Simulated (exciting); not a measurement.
**Equation of state of BN under PBE**

```
CELL_PARAMETERS angstrom
0.00000 1.81300 1.81300
1.81300 0.00000 1.81300
1.81300 1.81300 0.00000
ATOMIC_POSITIONS crystal
N 0.25000 0.25000 0.25000
B 0.00000 0.00000 0.00000
```

The cell is a database's computed one, not the measured one.

The cell was scaled at fixed shape and fractions and run with exciting, all-electron LAPW+lo, shipped species files, valence relativity iora*; PBE, k mesh 13 × 13 × 13 on the cell of 2 atoms, fermi-dirac occupations of 0.05 eV, no spin polarisation, no spin-orbit coupling. Energies are those that the program minimises, any entropy of the smearing included.

```tsv
V (Å³/atom)	energy over the lowest row (meV/atom)
5.6017	26.57
5.7209	11.25
5.8401	2.63
5.9593	0.00
6.0785	2.91
6.1977	?
6.3168	23.35
```

**Question.** Fit the third-order Birch-Murnaghan form, give V0, B0 and B′, and predict the energy left open.

**Answer.** With y = (V0/V)^(2/3), E = E0 + (9 V0 B0/16) [(y - 1)³ B′ + (y - 1)² (6 - 4y)]. Least squares through the rows shown give V0 = 5.9542 Å³/atom, E0 = 0.00 meV, B0 = 371.3 GPa (1 eV/Å³ = 160.218 GPa) and B′ = 3.63, with a largest miss of 0.02 meV. At V = 6.1977 the form with these constants gives 10.84 meV; the run gave 10.85 meV an atom. Measured volume: 5.906 Å³/atom at 295 K (arxiv:cond-mat/0702656), so the fit lies +0.8 % from it. Measured modulus: 395 GPa at 300 K (arxiv:1208.3664), so the fit lies -6.0 % from it. The runs are for a static lattice.
